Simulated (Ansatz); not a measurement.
Start from SrF2 in the fluorite structure (space group Fm-3m, No. 225; a = 5.8573 Å). Axes: x, y, z lie along the cube axes.

The values are results of PBE (Ansatz, a quantum-chemistry and plane-wave program, PAW, scalar-relativistic without spin-orbit coupling), not measurements.

A first run, uniaxial strain ε_yy = +1.40 %, gives secant values C11 ≈ 110 GPa and C12 ≈ 37 GPa from its stress. A second run applies isotropic strain −2.58 %.

Q: What does linear elasticity predict for the bulk modulus −ΔP/(ΔV/V₀) in the second run, and what does the run give?

A: Linear elasticity: (C11 + 2 C12)/3 = 61 GPa. The run gives 80 GPa; any difference comes from nonlinear terms at these strains and numerical noise.

No phonon test of stability was made.
